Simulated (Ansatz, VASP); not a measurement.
# SnTe in VASP and in Ansatz

```xyz
2
Lattice="0.0000 3.1572 3.1572 3.1572 0.0000 3.1572 3.1572 3.1572 0.0000" Properties=species:S:1:pos:R:3 pbc="T T T"
Sn    3.1572    3.1572    3.1572
Te    0.0000    0.0000    0.0000
```

Alike in both runs: task single point; functional LDA; k mesh 6 × 6 × 6; occupations gaussian, width 0.05 eV; no spin polarisation.

|  | VASP | Ansatz |
| --- | --- | --- |
| version | VASP 6.6.1 | Ansatz 0.2.0 |
| potentials or method | VASP PAW LDA potentials, release 64 (Sn_d, Te) | scalar-relativistic, plane waves, PAW |
| plane-wave cutoff (eV) | 520 | 420 |
| valence electrons in the cell | 20 | 30 |

Ansatz gave:

| Quantity | Value |
| --- | --- |
| gap on the k mesh at the Fermi level (eV) | 0.09 |
| least direct gap on the mesh (eV) | 0.09 |
| pressure (GPa) | -1.8 |

Which values does VASP return?

gap on the k mesh at the Fermi level (eV): 0.10; least direct gap on the mesh (eV): 0.10; pressure (GPa): -1.8.

The two sets of potentials don't hold the same shells in valence.

Caveats: spin-orbit coupling is left out, which moves the levels of the heavy elements.
